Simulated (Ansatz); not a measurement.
## InN, response to strain and stress

Start from InN in the zinc blende structure (space group F-43m, No. 216; a = 4.999 Å). Axes: x, y, z lie along the cube axes.

Strains are applied to the cell and any free atomic positions relax; under stress the whole cell relaxes.

Calculations: Kohn–Sham DFT with the r2SCAN functional, run in Ansatz (a program for electronic structure) with PAW and 500 eV plane waves, without spin-orbit coupling.

Candidates:
(a) uniaxial stress, 3 GPa compression along z
(b) uniaxial stress, 0.5 GPa compression along z
(c) tensor shear ε_xy = −0.77 %
(d) isotropic strain −1.30 %

Notes on the quantities. energy relative to the base: free energy F.

**Question.** Order them by energy relative to the base, highest first.

**Answer.** (d) isotropic strain −1.30 % (+11 meV/atom), (a) uniaxial stress, 3 GPa compression along z (+7.0 meV/atom), (c) tensor shear ε_xy = −0.77 % (+1.0 meV/atom), (b) uniaxial stress, 0.5 GPa compression along z (+0.2 meV/atom)

The mesh was chosen for an insulator and is coarse for the gapless case. Beyond what the load breaks, stability against distortions was not tested. The final runs are not spin-polarised. This is not the structure that InN has at room temperature and ambient pressure.
